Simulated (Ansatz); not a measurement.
How long does this Ansatz run take?

```yaml
crystal:
  lattice:
    - [3.7016096994, 2.1371253564, 3.815934977]
    - [-3.7016096994, 2.1371253564, 3.815934977]
    - [0.0, -4.2742507128, 3.815934977]
  atoms:
    - { symbol: K, position: [0.0, 0.0, 0.0] }
    - { symbol: K, position: [0.5, 0.5, 0.5] }
    - { symbol: H, position: [0.44030826, 0.25, 0.05969174] }
    - { symbol: H, position: [0.25, 0.05969174, 0.44030826] }
    - { symbol: H, position: [0.75, 0.94030826, 0.55969174] }
    - { symbol: H, position: [0.94030826, 0.55969174, 0.75] }
    - { symbol: H, position: [0.05969174, 0.44030826, 0.25] }
    - { symbol: H, position: [0.55969174, 0.75, 0.94030826] }
    - { symbol: F, position: [0.75, 0.07339097, 0.42660903] }
    - { symbol: F, position: [0.92660903, 0.57339097, 0.25] }
    - { symbol: F, position: [0.25, 0.92660903, 0.57339097] }
    - { symbol: F, position: [0.57339097, 0.25, 0.92660903] }
    - { symbol: F, position: [0.25, 0.25, 0.25] }
    - { symbol: F, position: [0.75, 0.75, 0.75] }
    - { symbol: F, position: [0.42660903, 0.75, 0.07339097] }
    - { symbol: F, position: [0.07339097, 0.42660903, 0.75] }
kpoints:
  mp_grid: { grid: [4, 4, 4] }
scf:
  occupations: { method: fermi_dirac, width: 0.02 }
hamiltonian:
  xc: r2scan
  pseudopotentials: { kind: paw }
output:
  forces: true
  stress: true
  populations: true
  efg:
    quadrupole_moments_barn: { K: 0.0603, H: 0.00285783 }
    contact_densities: true
  write_density: true
  write_potential: true
  elf: true
  volumetric_format: npy
```

```sh
ansatz run input.yaml --threads 1 --pin off --max-ram 2560MiB --backend cpu --events-out ev --progress --plain --runs-dir out
```

It runs on 1 thread of Arm Neoverse V2 (aarch64; 8 cores open to the job, memory cap 2.5 GiB, no GPU), a shared host with a load of 0.7 a core.

Task: How much time and memory should be set aside?

Result: About 28 s of wall time (28 s of CPU time) and 0.83 GiB. The run holds 80 valence electrons in 56 bands, about 4603 plane waves a k-point and 13 irreducible k-points, and took 7 SCF iterations. Times on a shared host vary by tens of per cent.
